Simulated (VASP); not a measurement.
# KI: optical spectrum of independent particles, by functional and spin-orbit coupling

KI, Pm-3m (no. 221), 2 atoms in the cell.

| Functional | Spin-orbit coupling | ε at zero frequency, electronic | Mean energy of the absorption, weighted by Im ε (eV) | Refractive index at 633 nm | Refractive index at 1064 nm | Direct gap on the mesh (eV) | Time (s) |
|---|---|---|---|---|---|---|---|
| PBE | no | 3.61 | 7.27 | 1.96 | 1.92 | 3.69 | 7.8 |
| LDA | no | 3.78 | 7.05 | 2.02 | 1.97 | 3.37 | 6.8 |
| PBEsol | no | 3.69 | 7.17 | 1.99 | 1.94 | 3.55 | 7.6 |
| r2SCAN | no | 3.29 | 7.82 | 1.86 | 1.83 | 4.41 | 40 |
| TB-mBJ | no | 2.92 | 8.41 | 1.74 | 1.72 | 5.53 | 62 |
| SCAN | no | 3.29 | 7.80 | 1.86 | 1.83 | 4.36 | 48 |
| PBE | yes | 3.64 | 7.23 | 1.98 | 1.93 | 3.38 | 32 |
| TB-mBJ | yes | 2.94 | 8.36 | 1.75 | 1.73 | 5.29 | 323 |

Limits: rows 1, 2, 3, 4, 5, 6: spin-orbit coupling is left out, which can matter with atoms this heavy; the pull between electron and hole is left out; rows 1, 2, 3, 4, 6, 7: the onset follows the functional's gap, which semilocal functionals usually make too small.

## Input of the first row

INCAR:
```
  PREC = Accurate
  ENCUT = 300
  ISMEAR = 0
  SIGMA = 0.02
  EDIFF = 1E-7
  LASPH = T
  KPAR = 4
  LWAVE = T
  LCHARG = F
  LOPTICS = T
  ALGO = Normal
  NBANDS = 24
  NEDOS = 2000
  CSHIFT = 0.1
  GGA = PE
```

KPOINTS:
```
k-points
0
Gamma
  10 10 10
```

POSCAR:
```
KI
1.0
    4.2911966600      0.0000000000      0.0000000000
    0.0000000000      4.2911966600      0.0000000000
    0.0000000000      0.0000000000      4.2911966600
I K
1 1
Direct
    0.5000000000      0.5000000000      0.5000000000
    0.0000000000      0.0000000000      0.0000000000
```

Commands:
```
cat potpaw_PBE.64/I/POTCAR potpaw_PBE.64/K_sv/POTCAR > POTCAR
mpirun -np 4 vasp_std > vasp.out
```

Changes of row 7 against the first:
```
- NBANDS = 24
+ NBANDS = 48
+ LSORBIT = True
+ MAGMOM = 6*0
+ GGA_COMPAT = False
- vasp_std
+ vasp_ncl
```

VASP 6.6.1 took 7.8 s on 4 cores (AMD EPYC 9R45 (Zen 5)), a shared host.
